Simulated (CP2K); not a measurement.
**CuCl2: band structure with r2SCAN**

CuCl2:

```xyz
3
Lattice="4.5206 0.0000 0.0000 0.0000 4.5206 0.0000 0.0000 0.0000 4.3177" Properties=species:S:1:pos:R:3 pbc="T T T"
Cu    0.0000    0.0000    0.0000
Cl    0.0000    2.2603    0.0000
Cl    2.2603    0.0000    0.0000
```

Measurements of this composition are mostly on another form, of space group No. 12.

- Program: CP2K 2026.2
- Task: band structure
- Functional: r2SCAN
- Potentials or basis: POTENTIAL_UZH Cu GTH-SCAN-q11, Cl GTH-SCAN-q7; TZVP-MOLOPT-SCAN-GTH basis
- Density cutoff: 9184 eV
- k mesh: 6 × 6 × 6
- Occupations: fermi-dirac, width 0.05 eV
- Spin: no spin polarisation
- SCF solver: diagonalisation with k points
- Quickstep method: GPW
- EPS_DEFAULT: 1.0E-9
- EPS_SCF: 1.0E-6
- MAX_SCF: 100
- SCF_GUESS: ATOMIC
- k points reduced by the point group: yes
- Mesh centred on Gamma: yes
- CHOLESKY: OFF
- EPS_EIGVAL: 1.0E-7
- MIXING METHOD: BROYDEN_MIXING
- MIXING ALPHA: 0.4
- NBUFFER: 8
- NGRIDS: 4
- Basis sets: Cu TZVP-MOLOPT-SCAN-GTH-q11, Cl TZVP-MOLOPT-SCAN-GTH-q7
- Potentials: Cu GTH-SCAN-q11 of POTENTIAL_UZH, Cl GTH-SCAN-q7 of POTENTIAL_UZH
- ADDED_MOS: [15]
- Points a segment of the path (NPOINTS): 8
- Bands added on the path: 2
- REL_CUTOFF (Ry): 60 Ry
- MIXING BETA (1/bohr): 1.5 1/bohr
- CUTOFF of the grids: 675 Ry

- Pressure: -0.7 GPa
- Band gap on the k mesh: none (metal or under the smearing width)
- Mulliken charges: Cu +0.41; Cl -0.21 e

Stress tensor (GPa, compression positive):
```
-1.01  0.00  0.00
 0.00 -1.01  0.00
 0.00  0.00 -0.15
```

Levels at the corners of the path, in eV from the Fermi level:
| point | band 11 | band 12 | band 13 | band 14 | band 15 | band 16 |
| --- | --- | --- | --- | --- | --- | --- |
| Γ | -1.13 | -0.96 | -0.96 | 2.60 | 8.16 | 10.27 |
| X | -1.09 | -0.78 | -0.73 | 5.98 | 8.45 | 8.67 |
| M | -0.76 | 0.00 | 1.93 | 6.80 | 7.78 | 8.28 |
| Γ | -1.13 | -0.96 | -0.96 | 2.60 | 8.16 | 10.27 |
| Z | -1.46 | -0.93 | -0.93 | 3.39 | 6.82 | 9.80 |
| R | -1.05 | -1.05 | -0.59 | 5.60 | 7.31 | 9.16 |
| A | -1.01 | 0.02 | 1.94 | 4.18 | 9.05 | 9.05 |
| Z | -1.46 | -0.93 | -0.93 | 3.39 | 6.82 | 9.80 |
| X | -1.09 | -0.78 | -0.73 | 5.98 | 8.45 | 8.67 |
| R | -1.05 | -1.05 | -0.59 | 5.60 | 7.31 | 9.16 |
| M | -0.76 | 0.00 | 1.93 | 6.80 | 7.78 | 8.28 |
| A | -1.01 | 0.02 | 1.94 | 4.18 | 9.05 | 9.05 |

Wall time 60 s on 1 thread of Arm Neoverse V2, on a shared host, peak memory 0.44 GiB.

Caveat: Mulliken charges move with the basis; the basis of atomic orbitals isn't converged, which shifts pressures, moduli and gaps; an odd number of electrons without spin polarisation forces a metal; a magnetic or distorted state may lie lower; the run has no spin polarisation, though such a crystal can be magnetic; semilocal functionals often make such compounds metallic where correlation or magnetic order opens a gap, which also shifts bond lengths. With open d or f shells a metallic result of r2SCAN can be an artefact of self-interaction; +U or a hybrid may open a gap.
